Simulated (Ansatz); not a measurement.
Moving the Hubbard U on Cu d in CuO

The cell as given:

```
Cu O
1.0
     2.87950    0.00000    0.00000
     0.03907    2.87928    0.00000
     0.01750    0.01724    5.17634
Cu O
2 2
Direct
  0.00000 0.50000 0.00000
  0.50000 0.00000 0.50000
  0.99842 0.00167 0.74989
  0.00158 0.99833 0.25011
```

The cell comes from a database or a generator and needn't be the stable form of this composition.

Kept alike: task relaxation of cell and atoms; functional PBEsol; k mesh 9 × 9 × 5; occupations fermi-dirac, width 0.05 eV; no spin polarisation. Program: Ansatz, Ansatz PAW, cutoff 420 eV. The mesh is that of the run's cell of 4 atoms. No spin-orbit coupling.

```csv
"Hubbard U on Cu d, U (eV)",volume (Å³/atom),first edge of the run's cell (Å),third edge of the run's cell (Å)
0,10.666,2.895,5.090
1,10.695,2.898,5.095
2,10.726,2.900,5.100
3,10.761,2.904,5.105
4,10.798,2.907,5.111
5,10.841,2.911,5.117
6,10.886,2.916,5.122
8,10.995,2.927,5.132
```

U acts here on a shell without spin polarisation. For a metal such a mesh leaves the last digits unconverged. Relaxations stop with a little pressure left, so the last digits of a volume or edge aren't settled. Ansatz's relaxations hold a Pulay term in the stress (up to 0.7 GPa here). How U acts hangs on the program's projectors. All rows use potentials made for PBE. U is the effective U - J on orthogonalised atomic projectors. Double counting: fully localised limit (the default).

Q: What does the Hubbard U on Cu d change here?

A: The volume rises from 10.666 to 10.995 Å³/atom between 0 and 8 eV. The first edge of the run's cell rises from 2.895 to 2.927 Å between 0 and 8 eV. The third edge of the run's cell rises from 5.090 to 5.132 Å between 0 and 8 eV.

The lattice expands steadily with U, and each further eV adds somewhat more volume than the last. Both listed edges lengthen by similar proportions, so the response is close to a uniform dilation. U lowers d orbitals that are more than half filled, which probably shifts the Cu d states relative to O 2p and weakens the covalent part of the Cu-O bond.

In real CuO, the d⁹ copper ion carries a local moment, and U splits the filled and empty spin states of the hole orbital. Here the hole is shared equally between the spins, so that splitting can't occur, and the expansion is no measure of correlation in the antiferromagnetic insulator.

The starting cell is nearly tetragonal, whereas tenorite is distinctly monoclinic. The volume without U already exceeds that measured for tenorite, and raising U widens the disagreement. The suppressed moment and the different starting geometry are likely causes, so these volumes give no sound basis for choosing U.
